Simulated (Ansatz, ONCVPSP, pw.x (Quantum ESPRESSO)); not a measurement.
**pw.x on fcc Zn: one setting changed**

Potential: optimised norm-conserving Vanderbilt (ONCV), ONCVPSP 4.0.1.1 (patched build), PBE; core [Ar], reference 3d10 4s1.5 4p0.5; waves: 4s: rc 1.75 bohr, ncon 4, nbas 7, qcut 3.7 1/bohr, 2 projectors, debl 2.3 Ha; 4p: rc 2.30 bohr, ncon 4, nbas 9, qcut 3.7 1/bohr, 3 projectors, debl 3.3 Ha; 3d: rc 1.46 bohr, ncon 4, nbas 8, qcut 11.8 1/bohr, 1 projector; local part: polynomial inside 1.05 bohr (lpopt 4, dvloc0 4 Ha); core correction: Teter function, fcfact 1.75, rcfact 1.75.

The reference run (k-mesh 14³, cutoffs 135/540 Ry, Fermi–Dirac 0.01 Ry, mixing_beta 0.4, conv_thr 1e-9, no spin) gives 0.28 GPa at 15.241 Å³/atom, where all-electron LAPW gives -0.27 GPa. This run, with its own iteration cap, changes smearing to box, a wrong or extreme entry chosen on purpose.

```
&control
  calculation='scf', prefix='x', pseudo_dir='./', outdir='./tmp', tstress=.true., disk_io='none'
/
&system
  ibrav=0, nat=1, ntyp=1, ecutwfc=135, ecutrho=540, nbnd=14,
  occupations='smearing', smearing='box', degauss=0.01
/
&electrons
  conv_thr=1e-09, mixing_beta=0.4, electron_maxstep=70
/
ATOMIC_SPECIES
Zn 1.0 Zn.UPF
CELL_PARAMETERS angstrom
  0.00000000 1.96786132 1.96786132
  1.96786132 0.00000000 1.96786132
  1.96786132 1.96786132 0.00000000
ATOMIC_POSITIONS crystal
Zn 0.0000 0.0000 0.0000
K_POINTS automatic
14 14 14 0 0 0
```

```bash
pw.x < Zn.scf.in > Zn.scf.out
```

**Question.** How does the run end?

**Answer.** It stops with "set_occupations: smearing box unknown".

```
Error in routine  set_occupations (1):
      smearing box unknown
```
